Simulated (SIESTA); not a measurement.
The system is LiF (Griceite).

```
F Li
1.0
     0.00000    2.01400    2.01400
     2.01400    0.00000    2.01400
     2.01400    2.01400    0.00000
F Li
1 1
Direct
  0.50000 0.50000 0.50000
  0.00000 0.00000 0.00000
```

Base run:

```yaml
Program: SIESTA 5.4.2
Functional: vdW-DF-cx
Potentials_or_basis: PseudoDojo 0.4 standard (PBE files)
Basis: DZP (energy shift 0.003 Ry; two zetas on semicore shells)
Grid_cutoff: 800 Ry
Energy_shift: 0.003 Ry
k_mesh: 11 × 11 × 11
Occupations: fermi-dirac, width 0.05 eV
Spin: no spin polarisation
```

Its results: band gap on the k mesh 9.11 eV, direct; pressure 2.2 GPa.

After a change of settings the same cell gave: band gap on the k mesh 9.18 eV, direct; pressure 4.4 GPa. Which change was it?
A. functional from vdW-DF-cx to BLYP
B. functional from vdW-DF-cx to AM05; potentials or basis from PseudoDojo 0.4 standard (PBE files) to PseudoDojo 0.4 standard (PBEsol files)
C. functional from vdW-DF-cx to PBE
D. functional from vdW-DF-cx to LDA; potentials or basis from PseudoDojo 0.4 standard (PBE files) to PseudoDojo 0.4 standard (LDA files)

A.

Caveats: the potentials were made for another functional, which shifts forces and pressure; the basis of atomic orbitals isn't converged, which shifts pressures, moduli and gaps.

Not every run made on this cell is shown here.
